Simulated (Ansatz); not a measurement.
# BN: further runs on a relaxed guess

The task, for BN: repeat the electronic structure at other levels of theory.

Computed with Ansatz 0.2.0 (DFT PBE, scalar-relativistic, plane waves, PAW, unless a step names another level, unless a step's input says otherwise).

1 further run of the same task is left out (set aside as unsound or not needed).

### Step 1. The starting structure

It takes space group P6_3mc (No. 186, hexagonal). The conventional cell has a = 2.559 Å, b = 2.559 Å, c = 8.409 Å, α = 90.00°, β = 90.00°, γ = 120.00°. Around B (site symmetry 3m) lie 4 N at 1.57 Å. B (site symmetry 3m) is surrounded by 4 N at 1.57 to 1.58 Å. N (site symmetry 3m) is surrounded by 4 B at 1.57 Å. N (site symmetry 3m) is surrounded by 4 B at 1.57 to 1.58 Å.

Coordinates:

```
B N
1.0
     2.55856    0.00000    0.00000
    -1.27928    2.21577    0.00000
     0.00000    0.00000    8.40918
B N
4 4
Direct
  0.00000 0.00000 0.09337
  0.00000 0.00000 0.59337
  0.33333 0.66667 0.34406
  0.66667 0.33333 0.84406
  0.00000 0.00000 0.40675
  0.00000 0.00000 0.90675
  0.33333 0.66667 0.15582
  0.66667 0.33333 0.65582
```

The cell was relaxed beforehand at this level, from a generated guess; it needn't be the stable form of this composition. At a tolerance of 0.02 Å it has space group P6_3mc (No. 186); it has 5.96 Å³/atom, an uncorrected energy of -1.17 eV/atom over the elements and, on its mesh, gap 5.50 eV.

### Step 2. The same geometry with r2SCAN

Input file input.yaml:

```yaml
crystal:
  lattice:
    - [2.5585553649, 0.0, 0.0]
    - [-1.2792776824, 2.215773943, 0.0]
    - [0.0, 0.0, 8.4091843599]
  atoms:
    - { symbol: B, position: [0.0, 0.0, 0.0933732173] }
    - { symbol: B, position: [0.0, 0.0, 0.5933732173] }
    - { symbol: B, position: [0.3333333333, 0.6666666667, 0.3440583362] }
    - { symbol: B, position: [0.6666666667, 0.3333333333, 0.8440583362] }
    - { symbol: "N", position: [0.0, 0.0, 0.4067451358] }
    - { symbol: "N", position: [0.0, 0.0, 0.9067451358] }
    - { symbol: "N", position: [0.3333333333, 0.6666666667, 0.1558233107] }
    - { symbol: "N", position: [0.6666666667, 0.3333333333, 0.6558233107] }
basis:
  ecutwfc: 500
kpoints:
  mp_grid: { grid: [12, 12, 4] }
  band_path:
    path:
      - [[0.0, 0.0, 0.0], [0.5, 0.0, 0.0], [0.33333333, 0.33333333, 0.0], [0.0, 0.0, 0.0], [0.0, 0.0, 0.5], [0.5, 0.0, 0.5], [0.33333333, 0.33333333, 0.5], [0.0, 0.0, 0.5]]
      - [[0.5, 0.0, 0.5], [0.5, 0.0, 0.0]]
      - [[0.33333333, 0.33333333, 0.5], [0.33333333, 0.33333333, 0.0]]
    npoints: 14
hamiltonian:
  xc: r2scan
scf:
  occupations: { method: gaussian, width: 0.02 }
  n_extra_bands: 20
output:
  forces: true
  stress: true
  eigenvalues: true
  populations: true
  dos: { projected: true, de: 0.02, nscf_kmesh: { grid: [18, 18, 6] } }
  bader: true
```

On the command line:

```
> ansatz run input.yaml --threads 1 --pin off --max-ram 2560MiB --backend cpu --events-out ev --progress --plain --runs-dir out
```

Output:

```text
Warning: RAYON_NUM_THREADS=1 ignored (pool sized by the plan → 1); use --threads N
scf.n_extra_bands = 20 over 16 filled bands (N_el = 32.0): the run solves 36 bands
Engine: ansatz 0.2.0, aarch64-unknown-linux-gnu
Pseudopotentials: kind: paw
Pseudopotential: B, paw, valence charge 3, recommended cutoff 500 eV (meta_gga), B.paw.azcp
Pseudopotential: N, paw, valence charge 5, recommended cutoff 500 eV (meta_gga), N.paw.azcp
Functional definition: r2SCAN
  parameter k0 = 0.174
  parameter k1 = 0.065
  parameter a1 = 4.9479
  exchange = r2scan_x(k0 = k0, k1 = k1, a1 = a1)
  correlation = r2scan_c
Crystal: 8 atoms, lattice volume = 47.673 Å³
Basis set: ecut = 500 eV, 1207 PW (Γ), exchange–correlation on 80×80×256 points (64 copies of the dense FFT grid, shifted against one another)
Bands: 36, of which v1, the nominal top of the filled ones, is band 16 counted from 1 (15 counted from 0)
Symmetry: 12 space group operations
Space group: P63mc (ITA 186), of the structure as read, at distance tolerance 3.6e-5 Å
k-points: 57 of 576 (time reversal used)
Non-local potential: B, projectors of the file, l = 0: 2, l = 1: 2, l = 2: 1
Non-local potential: N, projectors of the file, l = 0: 2, l = 1: 2, l = 2: 1
PAW form: soft (Blöchl's): semilocal exchange-correlation on the pseudo side does not see the compensation charge
PAW frozen core: B, regenerated for the run's functional (the file was generated under x = pbe(κ = 0.804, μ = 0.2195149727645171), c = pbe(β = 0.06672455060314922))
PAW frozen core: N, regenerated for the run's functional (the file was generated under x = pbe(κ = 0.804, μ = 0.2195149727645171), c = pbe(β = 0.06672455060314922))
PAW one-centre angular grid: B, 302 points (default); XC on 160 Gauss nodes
PAW one-centre angular grid: N, 302 points (default); XC on 160 Gauss nodes
Initial density: superposition of atomic densities (neutral atoms: chi_scale 0, normalization atom), corrected by the library's trained network
Initial wavefunctions: pseudopotential atomic-orbital guess
Functional: x = r2scan, c = r2scan; τ floored in thin density (d = 2e-4 eV/Å³)
SCF iter   1: F=—  HF=-2175.586527 eV  |F-HF|=—  |Δ(HF+E_count)|=         —  Δρ=1.09e-2  dr2=4.12e-2  dr2_τ=1.26e0  ethr=1.77e-3  ⟨swp⟩=6.5  Hψ=10042  notcnv=0  defer=99
preconditioner: auto → none  [insulator: Δε(μ)=5.979 eV  Ē_g=22.894 eV  σ=0.020 eV  W_gap=1.00  n_scr=6 (ndim 8)  ℏωp=30.4 eV  f_vac=0.000  D(μ)=0.00/eV (n_scr^D=0)  ε∞_Penn≈2.8]
SCF iter   2: F=—  HF=-2175.951382 eV  |F-HF|=—  |Δ(HF+E_count)|=   3.65e-1  Δρ=6.45e-3  dr2=7.92e-3  dr2_τ=6.71e-4  ethr=1.29e-4  ⟨swp⟩=2.8  Hψ=3936  notcnv=0  defer=777
SCF iter   3: F=—  HF=-2175.952345 eV  |F-HF|=—  |Δ(HF+E_count)|=   9.63e-4  Δρ=1.44e-3  dr2=6.23e-4  dr2_τ=1.57e-4  ethr=2.47e-5  ⟨swp⟩=2.9  Hψ=2470  notcnv=0  defer=777
SCF iter   4: F=—  HF=-2175.952315 eV  |F-HF|=—  |Δ(HF+E_count)|=   2.95e-5  Δρ=6.89e-4  dr2=2.35e-4  dr2_τ=4.11e-5  ethr=1.95e-6  ⟨swp⟩=2.0  Hψ=2414  notcnv=0  defer=777
SCF iter   5: F=—  HF=-2175.952247 eV  |F-HF|=—  |Δ(HF+E_count)|=   6.88e-5  Δρ=1.02e-4  dr2=2.14e-6  dr2_τ=1.60e-7  ethr=7.35e-7  ⟨swp⟩=2.1  Hψ=1936  notcnv=0  defer=777
SCF iter   6: F=—  HF=-2175.952253 eV  |F-HF|=—  |Δ(HF+E_count)|=   6.08e-6  Δρ=2.46e-5  dr2=3.90e-7  dr2_τ=2.58e-8  ethr=6.69e-9  ⟨swp⟩=2.1  Hψ=2158  notcnv=0  defer=777
SCF iter   7: F=-2175.952253 eV  HF=-2175.952253 eV  |F-HF|=7.71e-9  |Δ(HF+E_count)|=   6.98e-8  Δρ=8.88e-6  dr2=8.95e-9  dr2_τ=1.05e-9  ethr=3.13e-10  ⟨swp⟩=9.6  Hψ=10808  notcnv=0
SCF 1 converged in 7 iterations: F = -2175.952253 eV  dr2 = 8.95e-9
NSCF: frozen V_eff on 129 k-points
NSCF: frozen V_eff on 148 k-points
SCF converged after 7 iterations
Free energy (F): -2175.952253 eV
Harris-Foulkes:  -2175.952253 eV  (|F-HF|=7.71e-9)
Internal energy: -2175.952253 eV  (E = F + TS)
E sigma→0 (E₀):  -2175.952253 eV
Fermi energy:    13.963497 eV
--- Per-component energies (eV) ---
  E_band       = 84.587730
  E_kinetic    = 741.558889
  E_local      = -706.190119  (includes V_loc(G=0)·N_el)
  E_nonlocal   = 223.106117
  E_hartree    = 200.347778
  E_xc         = -368.711426
  E_vxc        = -510.299970  (∫ρ·V_xc dr)
  E_paw        = -837.592224  (= ΣΔE_a)
  E_vpaw       = -92.246993  (= ΣTr[D̂ρ^β])
  E_aug_tail   = 0.000086  (compensation charges beyond the density's cutoff)
  E_vtau       = 27.965318  (kinetic-family band-sum trace: ∫τ·v_τ [+ j·A + Jᵃ·Aᵃ] dr)
  E_ewald      = -1428.279328
  E_core_change = -0.192027  (= ΣΔE_core)
  E_smearing   = -0.000000  (= −TS)
  E_closure    = -0.000000  (closes the sum)
  Σ components = -2175.952253   (vs F -2175.952253, Δ=0.00e0)
--- Forces (eV/Å), atoms counted from 1 ---
  atom   1  B      0.00000000     0.00000000    -0.00009776
  atom   2  B     -0.00000000     0.00000000    -0.00009776
  atom   3  B      0.00000000     0.00000000     0.00621929
  atom   4  B      0.00000000     0.00000000     0.00621929
  atom   5  N      0.00000000     0.00000000     0.00206018
  atom   6  N     -0.00000000    -0.00000000     0.00206018
  atom   7  N      0.00000000    -0.00000000    -0.00816682
  atom   8  N     -0.00000000    -0.00000000    -0.00816682
  max |Σ_I F_I| component: 2.98e-5 eV/Å
--- Stress (GPa, compression-positive) ---
       -4.736186      -0.000000       0.000000
       -0.000000      -4.736186       0.000000
        0.000000      -0.000000      -4.668890
  P = ⅓ Tr σ = -4.7138 GPa (-47.138 kbar)
--- Band table (eV; the first three rows and the last of 57) ---
  k-point 0: bands = ["-10.3313", "-8.8648", "-8.7908", "-6.1118", "-0.1632", "5.1135", "5.1821", "8.8479", "8.8479", "9.7086", "9.7086", "9.8154", "9.8154", "10.8118", "10.9403", "10.9403", "20.2344", "20.2344", "20.3765", "20.8461", "21.2677", "21.3854", "21.3854", "21.4808", "21.9744", "22.2479", "22.2479", "23.0310", "23.0310", "24.9737", "25.2965", "27.8630", "34.3144", "34.7379", "34.7379", "35.0948"]
  k-point 1: bands = ["-10.2344", "-9.4721", "-8.0455", "-6.4430", "0.3395", "3.2730", "7.0757", "8.9112", "8.9112", "9.3866", "9.3866", "10.1741", "10.1741", "10.2641", "10.8362", "10.8362", "20.3693", "20.3693", "20.5681", "20.8449", "21.1476", "21.1476", "21.2614", "21.4350", "22.2176", "22.4261", "22.4261", "22.9445", "22.9445", "24.0127", "26.1687", "27.6354", "34.4102", "34.9790", "34.9871", "34.9871"]
  k-point 2: bands = ["-9.9455", "-9.9455", "-7.1965", "-7.1965", "1.6012", "1.6012", "8.8773", "8.8773", "9.0960", "9.0960", "9.0960", "9.0960", "10.5559", "10.5559", "10.5559", "10.5559", "20.7211", "20.7211", "20.7211", "20.7211", "20.7963", "20.7963", "21.3241", "21.3241", "22.7172", "22.7172", "22.7172", "22.7172", "22.9567", "22.9567", "27.0258", "27.0258", "34.6660", "34.6660", "35.4150", "35.4150"]
  k-point 56: bands = ["-4.9711", "-4.9711", "-4.8687", "-4.8687", "1.6045", "1.6045", "2.4919", "2.4919", "3.2723", "3.2723", "4.0572", "4.0572", "6.8388", "6.8388", "7.0493", "7.0493", "18.3500", "18.3500", "22.8185", "22.8185", "23.1862", "23.1862", "24.7992", "24.7992", "26.2705", "26.2705", "26.7600", "26.7600", "28.0717", "28.0717", "28.4209", "28.4209", "29.5695", "29.5695", "32.0487", "32.0487"]
--- Löwdin populations: 8 sites ---
  site symbol       q [e]
     0      B      2.6366
     1      B      2.6366
     2      B      2.6416
     3      B      2.6416
     4      N      5.3255
     5      N      5.3255
     6      N      5.3343
     7      N      5.3343
  spilling = 0.003878 (of n_electrons = 32.000000)
--- Bader charges: 8 sites ---
  site symbol  charge [e]  shift [e]
     0      B      2.2553     0.0001
     1      B      2.2554     0.0001
     2      B      2.2475     0.0001
     3      B      2.2475     0.0001
     4      N     -2.2560     0.0001
     5      N     -2.2560     0.0001
     6      N     -2.2468     0.0001
     7      N     -2.2468     0.0001
  estimated error of the sums over rays = 3.8e-4 e
```

It took 2.6 min on 1 thread of Arm Neoverse V1, shared host; peak memory 0.49 GiB.

Site by site:

```
atom  Löwdin electrons  Bader charge (e)  Bader volume (Å³)
  B1              2.64             +2.26                1.5
  B2              2.64             +2.26                1.5
  B3              2.64             +2.25                1.5
  B4              2.64             +2.25                1.5
  N5              5.33             -2.26               10.4
  N6              5.33             -2.26               10.4
  N7              5.33             -2.25               10.4
  N8              5.33             -2.25               10.4
```

bands.tsv at the labelled points (eV, zero at the valence-band top; the bands nearest the gap):

```
point  band 13  band 14  band 15  band 16  band 17  band 18  band 19  band 20
    Γ    -1.12    -0.13     0.00     0.00     9.29     9.29     9.44     9.91
    M    -3.78    -3.61    -2.67    -2.08     6.05     6.42     8.65     9.96
    K    -5.54    -4.31    -4.31    -3.04     8.23     8.23    10.19    10.39
    Γ    -1.12    -0.13     0.00     0.00     9.29     9.29     9.44     9.91
    A    -0.38    -0.38    -0.38    -0.38     9.78     9.78     9.78     9.78
    L    -3.56    -3.56    -2.66    -2.66     6.56     6.56     8.98     8.98
    H    -4.10    -4.10    -3.89    -3.89     7.41     7.41    11.88    11.88
    A    -0.38    -0.38    -0.38    -0.38     9.78     9.78     9.78     9.78
    L    -3.56    -3.56    -2.66    -2.66     6.56     6.56     8.98     8.98
    M    -3.78    -3.61    -2.67    -2.08     6.05     6.42     8.65     9.96
    H    -4.10    -4.10    -3.89    -3.89     7.41     7.41    11.88    11.88
    K    -5.54    -4.31    -4.31    -3.04     8.23     8.23    10.19    10.39
```

Highest filled and lowest empty level along the path:

```
distance (1/Å)  highest filled (eV)  lowest empty (eV)
          0.00                 0.00               9.29
          0.41                -0.42               8.69
          0.81                -1.34               7.36
          1.22                -1.99               6.24
          1.53                -2.24               6.19
          1.77                -3.00               7.02
          2.00                -3.10               7.88
          2.24                -3.04               8.23
          2.70                -2.98               7.92
          3.17                -1.23               8.81
          3.64                -0.17               9.17
          3.93                -0.01               9.30
          4.03                -0.08               9.39
          4.14                -0.21               9.56
          4.25                -0.38               9.78
          4.65                -0.88               8.77
          5.06                -1.88               7.48
          5.46                -2.57               6.67
          5.78                -2.76               6.74
          6.02                -3.13               7.55
          6.25                -3.46               7.59
          6.48                -3.89               7.41
          6.95                -2.64               8.36
          7.42                -1.64               8.95
          7.89                -0.57               9.38
          8.15                -2.59               6.54
          8.25                -2.34               6.39
          8.36                -2.17               6.18
          8.47                -2.09               6.05
          8.55                -3.85               7.44
          8.65                -3.43               7.67
          8.76                -3.14               8.03
          8.87                -3.04               8.23
```

Counts of states by energy window (eV from the valence-band top), total and by projection:

```
from  to  total  B 2s  B 2p  N 2s  N 2p
  -6  -5   2.78  0.17  0.71  0.08  1.81
  -5  -4   3.17  0.12  0.86  0.06  2.13
  -4  -3   3.56  0.09  0.90  0.05  2.50
  -3  -2   3.22  0.05  0.75  0.03  2.39
  -2  -1   1.59  0.02  0.30  0.01  1.26
  -1   0   0.58  0.00  0.08  0.00  0.50
   0   1   0.00  0.00  0.00  0.00  0.00
   1   2   0.00  0.00  0.00  0.00  0.00
   2   3   0.00  0.00  0.00  0.00  0.00
   3   4   0.00  0.00  0.00  0.00  0.00
   4   5   0.00  0.00  0.00  0.00  0.00
   5   6   0.00  0.00  0.00  0.00  0.00
   6   7   0.51  0.02  0.27  0.13  0.04
   7   8   1.58  0.08  0.83  0.27  0.20
   8   9   1.64  0.11  0.92  0.25  0.20
   9  10   2.25  0.16  1.26  0.24  0.33
  10  11   2.99  0.33  1.57  0.31  0.43
```

A further 17 or so states lie below the table's range.

### Step 3. Band edges anywhere in the zone (r2SCAN)

Input file input.yaml:

```yaml
crystal:
  lattice:
    - [2.5585553649, 0.0, 0.0]
    - [-1.2792776824, 2.215773943, 0.0]
    - [0.0, 0.0, 8.4091843599]
  atoms:
    - { symbol: B, position: [0.0, 0.0, 0.0933732173] }
    - { symbol: B, position: [0.0, 0.0, 0.5933732173] }
    - { symbol: B, position: [0.3333333333, 0.6666666667, 0.3440583362] }
    - { symbol: B, position: [0.6666666667, 0.3333333333, 0.8440583362] }
    - { symbol: "N", position: [0.0, 0.0, 0.4067451358] }
    - { symbol: "N", position: [0.0, 0.0, 0.9067451358] }
    - { symbol: "N", position: [0.3333333333, 0.6666666667, 0.1558233107] }
    - { symbol: "N", position: [0.6666666667, 0.3333333333, 0.6558233107] }
basis:
  ecutwfc: 500
kpoints:
  mp_grid: { grid: [12, 12, 4] }
  band_path: { path: [VBM, CBM], npoints: 2 }
hamiltonian:
  xc: r2scan
scf:
  occupations: { method: gaussian, width: 0.02 }
output:
  forces: false
  stress: false
  eigenvalues: true
checkpoint:
  read: start.run
  write: ck
  compress: false
  write_wavefunctions: false
  write_every: 100000
```

On the command line:

```
> ansatz run input.yaml --threads 1 --pin off --max-ram 2560MiB --backend cpu --events-out ev --progress --plain --runs-dir out
```

Output, cut to the lines that bear on the results:

```text
Warning: RAYON_NUM_THREADS=1 ignored (pool sized by the plan → 1); use --threads N
[...]
Pseudopotentials: kind: paw
Pseudopotential: B, paw, valence charge 3, recommended cutoff 500 eV (meta_gga), B.paw.azcp
Pseudopotential: N, paw, valence charge 5, recommended cutoff 500 eV (meta_gga), N.paw.azcp
Functional definition: r2SCAN
[...]
Crystal: 8 atoms, lattice volume = 47.673 Å³
Basis set: ecut = 500 eV, 1207 PW (Γ), exchange–correlation on 80×80×256 points (64 copies of the dense FFT grid, shifted against one another)
Bands: 24, of which v1, the nominal top of the filled ones, is band 16 counted from 1 (15 counted from 0)
Symmetry: 12 space group operations
Space group: P63mc (ITA 186), of the structure as read, at distance tolerance 3.6e-5 Å
k-points: 57 of 576 (time reversal used)
[...]
Stability of the state it starts from, as read at its close in the unpolarized treatment: not read negative (Ritz values of 1 − χ₀K, real part plus size of imaginary part, from 1.0 to 1.1, by its mixing steps under the symmetry group of the SCF that read it)
[...]
SCF iter   1: F=—  HF=-2175.952253 eV  |F-HF|=—  |Δ(HF+E_count)|=         —  Δρ=8.89e-6  dr2=9.00e-9  dr2_τ=1.04e-9  ethr=8.02e-9  ⟨swp⟩=3.8  Hψ=11251  notcnv=0
[...]
SCF iter   2: F=-2175.952253 eV  HF=-2175.952253 eV  |F-HF|=2.82e-9  |Δ(HF+E_count)|=   9.34e-8  Δρ=4.21e-6  dr2=1.75e-9  dr2_τ=5.22e-10  ethr=2.81e-11  ⟨swp⟩=4.8  Hψ=3885  notcnv=0
[...]
NSCF: frozen V_eff on 28 k-points
NSCF: frozen V_eff on 28 k-points
NSCF: frozen V_eff on 28 k-points
NSCF: frozen V_eff on 12 k-points
NSCF: frozen V_eff on 8 k-points
NSCF: frozen V_eff on 8 k-points
NSCF: frozen V_eff on 8 k-points
NSCF: frozen V_eff on 8 k-points
NSCF: frozen V_eff on 5 k-points
NSCF: frozen V_eff on 3 k-points
SCF converged after 2 iterations
Free energy (F): -2175.952253 eV
[...]
E sigma→0 (E₀):  -2175.952253 eV
Fermi energy:    13.963516 eV
[...]
--- Band table (eV; the first three rows and the last of 57) ---
[... band rows left out ...]
[...]
```

Run time: 25 s. Hardware: 1 thread of Arm Neoverse V1, shared host; peak memory 0.41 GiB.

start.run is the saved state of the run that this one goes on from.

### Step 4. Eigenvalues a small step from each edge (r2SCAN)

Edit input.yaml of step 3 so:

```diff
@@ -18,3 +18,2 @@
   mp_grid: { grid: [12, 12, 4] }
-  band_path: { path: [VBM, CBM], npoints: 2 }
 hamiltonian:
@@ -27,2 +26,35 @@
   eigenvalues: true
+  eigenstates:
+    kpoints:
+      - [0.0, 0.0, 0.0]
+      - [0.008144135, -0.004072067, 0.0]
+      - [-0.008144135, 0.004072067, 0.0]
+      - [0.0, 0.007053028, 0.0]
+      - [0.0, -0.007053028, 0.0]
+      - [0.0, 0.0, 0.026767265]
+      - [0.0, 0.0, -0.026767265]
+      - [0.005758773, 0.002107857, 0.0]
+      - [-0.005758773, -0.002107857, 0.0]
+      - [0.005758773, -0.002879386, 0.018927315]
+      - [-0.005758773, 0.002879386, -0.018927315]
+      - [0.0, 0.004987244, 0.018927315]
+      - [0.0, -0.004987244, -0.018927315]
+      - [0.004702018, 0.001721058, 0.015454088]
+      - [-0.004702018, -0.001721058, -0.015454088]
+      - [0.0, 0.5, 0.0]
+      - [0.008144135, 0.495927933, 0.0]
+      - [-0.008144135, 0.504072067, 0.0]
+      - [0.0, 0.507053028, 0.0]
+      - [0.0, 0.492946972, 0.0]
+      - [0.0, 0.5, 0.026767265]
+      - [0.0, 0.5, -0.026767265]
+      - [0.005758773, 0.502107857, 0.0]
+      - [-0.005758773, 0.497892143, 0.0]
+      - [0.005758773, 0.497120614, 0.018927315]
+      - [-0.005758773, 0.502879386, -0.018927315]
+      - [0.0, 0.504987244, 0.018927315]
+      - [0.0, 0.495012756, -0.018927315]
+      - [0.004702018, 0.501721058, 0.015454088]
+      - [-0.004702018, 0.498278942, -0.015454088]
+    e_range: [-7.546415, 7.546415]
 checkpoint:
```

On the command line:

```
> ansatz run input.yaml --threads 1 --pin off --max-ram 2560MiB --backend cpu --events-out ev --progress --plain --runs-dir out
```

Output, cut to the lines that bear on the results:

```text
[...]
NSCF: frozen V_eff on 30 k-points
SCF converged after 2 iterations
Free energy (F): -2175.952253 eV
[...]
E sigma→0 (E₀):  -2175.952253 eV
Fermi energy:    13.963516 eV
[...]
--- Band table (eV; the first three rows and the last of 57) ---
  k-point 0: bands = ["-10.3313", "-8.8647", "-8.7908", "-6.1118", "-0.1632", "5.1135", "5.1822", "8.8480", "8.8480", "9.7086", "9.7086", "9.8154", "9.8154", "10.8118", "10.9403", "10.9403", "20.2344", "20.2344", "20.3765", "20.8461", "21.2677", "21.3854", "21.3854", "21.4808"]
[...]
```

It took 17 s on 1 thread of Arm Neoverse V1, shared host; peak memory 0.41 GiB.

The search puts the valence top at k = (0.000, 0.000, 0.000) and the conduction bottom at (0.000, 0.500, 0.000), 6.05 eV apart.

Effective masses from the curvature, by central differences over 0.02 1/Å, in electron masses along Cartesian directions (n/a: flat, of the wrong sign, or not an extremum):

```
 carrier  band     x     y     z  [110]  [101]  [011]  [111]
    hole    16  1.47  1.47  1.24   1.47   1.34   1.34   1.38
    hole    15  0.34  0.34  1.24   0.34   0.53   0.53   0.44
electron    17  0.35  0.78  0.48   0.48   0.41   0.60   0.48
```

### Step 5. Comparison of the levels of theory

```
 level  gap (eV)  pressure (GPa)  CPU time  against the first
   PBE      5.50             0.0   1.9 min                × 1
r2SCAN      6.05            -4.7   2.6 min              × 1.4
```

All at the geometry relaxed with the first.

### Step 6. Summary of results

| quantity | value |
| --- | --- |
| gap (r2SCAN) | 6.05 eV, indirect on the path |
| Bader charges (r2SCAN) | B +2.25 to +2.26, N -2.26 to -2.25 e |
| gap over the zone (r2SCAN) | 6.05 eV, indirect |
| valence top, conduction bottom (fractional k) (r2SCAN) | (0.000, 0.000, 0.000), (0.000, 0.500, 0.000) |
| hole masses (r2SCAN) | 0.34 to 1.47 m0 along the directions sampled |
| electron masses (r2SCAN) | 0.35 to 0.78 m0 along the directions sampled |

In words: The gap runs from 5.50 eV with PBE to 6.05 eV with r2SCAN. At this fixed cell r2SCAN gives -4.7 GPa, so it would relax to a smaller volume.
